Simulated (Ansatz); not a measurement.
**In (I4/mmm): from strained cells to moduli**

```yaml
crystal:
  lattice:
    - [-1.62317, 1.62317, 2.49220]
    - [1.62317, -1.62317, 2.49220]
    - [1.62317, 1.62317, -2.49220]
  atoms:
    - { symbol: In, position: [0.00000, 0.00000, 0.00000] }
```

The conventional cell has a = 3.246 Å, b = 3.246 Å, c = 4.984 Å, α = 90.00°, β = 90.00°, γ = 90.00°. Around In (atom 1) lie 12 In at 3.25 to 3.39 Å.

Computed, not measured; unless marked otherwise by r²SCAN, PAW on Ansatz 0.2.0's default frozen-core files (fitted under PBE), scalar-relativistic. k mesh 24×24×24, strains of ±0.005, Fermi-Dirac smearing of 0.050 eV, cutoff 500 eV. The cell was relaxed by PAW under this functional.

The cell is tetragonal and carries a residual pressure of 0.00 GPa at this level. Each strain component that symmetry leaves independent is applied at ±0.005, the ions relax wherever a strain frees them, and the stress (tension positive, GPa) is read. Shears are engineering strains, γ = 2ε.

| strain | size | σxx | σyy | σzz | σyz | σxz | σxy |
| --- | --- | --- | --- | --- | --- | --- | --- |
| xx | -0.005 | -0.3236 | -0.1418 | -0.1885 | 0.0000 | 0.0000 | 0.0000 |
| xx | +0.005 | 0.3365 | 0.1470 | 0.1496 | 0.0000 | 0.0000 | 0.0000 |
| zz | -0.005 | -0.1646 | -0.1646 | -0.2961 | 0.0000 | 0.0000 | 0.0000 |
| zz | +0.005 | 0.1740 | 0.1740 | 0.2627 | 0.0000 | 0.0000 | 0.0000 |
| yz | -0.005 | 0.0047 | 0.0092 | -0.0147 | -0.0511 | 0.0000 | 0.0000 |
| yz | +0.005 | 0.0047 | 0.0092 | -0.0147 | 0.0511 | 0.0000 | 0.0000 |
| xy | -0.005 | 0.0069 | 0.0069 | -0.0134 | 0.0000 | 0.0000 | -0.0960 |
| xy | +0.005 | 0.0069 | 0.0069 | -0.0134 | 0.0000 | 0.0000 | 0.0960 |

A central difference gives one constant, for example C11 ≈ (0.3365 − (-0.3236))/(0.01) = 66.0 GPa; the program then imposes the crystal's symmetry on the whole matrix.

**Question.** What are the independent elastic constants?

**Answer.** C11 = 66.0, C12 = 28.9, C13 = 33.8, C33 = 55.9, C44 = 10.2, C66 = 19.2 GPa.

**Question.** Is the crystal stable against homogeneous strain?

**Answer.** The least eigenvalue of the 6×6 matrix is 10.2 GPa, so yes.

**Question.** What moduli does a random aggregate of grains have?

**Answer.** Voigt and Reuss bounds: B from 42.3 to 42.3 and G from 13.0 to 14.0 GPa; their means are B = 42.3 and G = 13.5 GPa. Then E = 9BG/(3B + G) = 36.6 GPa, ν = (3B − 2G)/(6B + 2G) = 0.356 and B/G = 3.14, on the ductile side of Pugh's 1.75 (a rule of thumb).

**Question.** With the density of 7.259 g/cm³, how fast does sound travel, and what Debye temperature follows?

**Answer.** 

```csv
direction,slow (m/s),middle (m/s),fast (m/s)
x,1187,1626,3016
y,1187,1626,3016
z,1187,1187,2774
```

The mean of v⁻³ over directions and branches gives v_m = 1523 m/s and θ_D = (ħ/k_B) v_m (6π²n)^(1/3) = 153 K, n being atoms per volume. Young's modulus spans 30 to 45 GPa over directions, and the universal anisotropy index is 0.41.

**Question.** What happens at 10 GPa (cell relaxed there)?

**Answer.** The volume falls to 0.8542 of its value, and C11 = 140.3, C12 = 45.2, C13 = 81.7, C33 = 100.6, C44 = 35.5, C66 = 23.8 GPa (slopes of the stress), in this structure whether or not another phase takes over.

Limits of these numbers: frozen-core PAW files fitted under PBE, their cores solved anew for the functional of the run; responses of metals move with mesh and smearing; elastic stability says nothing of phonons or of other phases.
